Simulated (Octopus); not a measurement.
Write the native input for Octopus 16.4 that does the following.

```yaml
Task: single point
Functional: PBE
Potentials_or_basis: pseudodojo_pbe (PseudoDojo 0.5, PBE)
Grid_spacing: 0.117 Å
k_mesh: 10 × 10 × 10
Occupations: fermi-dirac, width 0.05 eV
Spin: no spin polarisation
Eigensolver: chebyshev_filter
k-point_symmetries_used: yes
ConvRelDens: 3e-07
ExtraStates: 6
DerivativesOrder: 8
```

The system is ZnO.

```xyz
2
Lattice="2.6882 0.0000 0.0000 0.0000 2.6882 0.0000 0.0000 0.0000 2.6882" Properties=species:S:1:pos:R:3 pbc="T T T"
Zn    0.0000    0.0000    0.0000
O     1.3441    1.3441    1.3441
```

The cell was built by a generator and needn't be a form met in nature.

One way to write it, as run:

inp

```
CalculationMode = gs
UnitsOutput = eV_Angstrom
PeriodicDimensions = 3
ExperimentalFeatures = yes
PseudopotentialSet = pseudodojo_pbe
%LatticeParameters
 1*angstrom | 1*angstrom | 1*angstrom
%
%LatticeVectors
 2.68821 | 0 | 0
 0 | 2.68821 | 0
 0 | 0 | 2.68821
%
%ReducedCoordinates
 "Zn" | 0 | 0 | 0
 "O" | 0.5 | 0.5 | 0.5
%
%Spacing
 0.11687870*angstrom | 0.11687870*angstrom | 0.11687870*angstrom
%
DerivativesOrder = 8
%KPointsGrid
 10 | 10 | 10
%
KPointsUseSymmetries = yes
XCFunctional = gga_x_pbe + gga_c_pbe
SmearingFunction = fermi_dirac
Smearing = 0.05*eV
ExtraStates = 6
Eigensolver = chebyshev_filter
ConvRelDens = 3e-7
MaximumIter = 120
```

Potentials or basis: pseudodojo_pbe (PseudoDojo 0.5, PBE).

Run with:

```sh
$ OMP_NUM_THREADS=1 octopus > out.log
```

It gave:

| Quantity | Value |
| --- | --- |
| Band gap on the k mesh | none (metal or under the smearing width) |

Run time: 2.9 min on 1 thread of Arm Neoverse V2, on a shared host, peak memory 0.79 GiB.
